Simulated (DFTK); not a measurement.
## GaN under changes of volume

One of the cells (11.444 Å³/atom); the others are scaled copies at fixed shape and fractional positions:

```
Ga N
1.0
     0.00000    2.25350    2.25350
     2.25350    0.00000    2.25350
     2.25350    2.25350    0.00000
Ga N
1 1
Direct
  0.00000 0.00000 0.00000
  0.25000 0.25000 0.25000
```

The cell is a database's computed one.

- Program: DFTK 0.8.2
- Functional: PBEsol
- Potentials or basis: dojo.nc.sr.pbesol.v0_4_1.standard.upf (PBEsol)
- Cutoff: 1143 eV
- k mesh: 10 × 10 × 10
- Occupations: fermi-dirac, width 0.05 eV
- Spin: no spin polarisation

```tsv
volume (Å³/atom)	energy over the lowest point (meV/atom)	pressure (GPa)	gap on the mesh (eV)
10.757	22.59	12.1	2.11
10.986	8.75	7.3	1.97
11.215	1.45	3.0	1.84
11.444	0.00	-0.9	1.71
11.673	?	?	?
11.902	12.34	-7.5	1.45
12.131	25.10	-10.3	1.33
```

Task: What does the run at 11.673 Å³/atom give?

Result: Energy over the lowest point 3.81 meV/atom; pressure -4.4 GPa; gap on the mesh 1.58 eV.

Worked out: A Birch-Murnaghan fit of order 3 (a polynomial in V^(-2/3)) to the other rows has its minimum at 11.39 Å³/atom with B0 = V·E''(V) = 188 GPa and B' = 4.4. It gives 3.81 meV/atom at 11.673 Å³/atom, against the run's 3.81, and -dE/dV = -4.4 GPa, against -4.4. A straight line through the other rows of the gap, of slope -6.49 eV per unit of ln V (its deformation potential), gives 1.58 eV, against the run's 1.58.

Energies are extrapolated to zero smearing.

Spin-orbit coupling on Ga is left out.
